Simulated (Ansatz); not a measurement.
Space group P6_3/mmc (No. 194). a = 3.656 Å, b = 3.656 Å, c = 5.502 Å, α = 90.00°, β = 90.00°, γ = 120.00°
```csv
atom,site,symmetry,x,y,z
Mn,2a,-3m.,0.0000,0.0000,0.0000
As,2c,-6m2,0.3333,0.6667,0.2500
```

Equation of state of this MnAs structure (not necessarily the ground state), with shape and atoms relaxed at each volume where symmetry leaves them free. It has no gap at any of these volumes. All numbers below come from DFT PBE, scalar-relativistic, plane waves, PAW in Ansatz.

Settings: cutoff 420 eV, Γ-centred mesh 12×12×8 on the computed 4-atom cell, Gaussian smearing of 0.10 eV; collinear spin.

```json
{"V (Å³/atom)": "14.968", "E − E(largest V) (meV/atom)": "4.67", "P (GPa)": "5.45"}
{"V (Å³/atom)": "15.446", "E − E(largest V) (meV/atom)": "-6.90", "P (GPa)": "2.39"}
{"V (Å³/atom)": "15.924", "E − E(largest V) (meV/atom)": "-10.17", "P (GPa)": "-0.02"}
{"V (Å³/atom)": "16.402", "E − E(largest V) (meV/atom)": "-7.18", "P (GPa)": "-1.80"}
{"V (Å³/atom)": "16.879", "E − E(largest V) (meV/atom)": "0.00", "P (GPa)": "-3.14"}
```

Problem. Fit a third-order Birch–Murnaghan equation to E(V).

Solution. V0 = 15.91 Å³/atom, B0 = 69 GPa, B0' = 10.0. B0' is unusual or poorly fixed by this range.

Only parallel moments were tried here.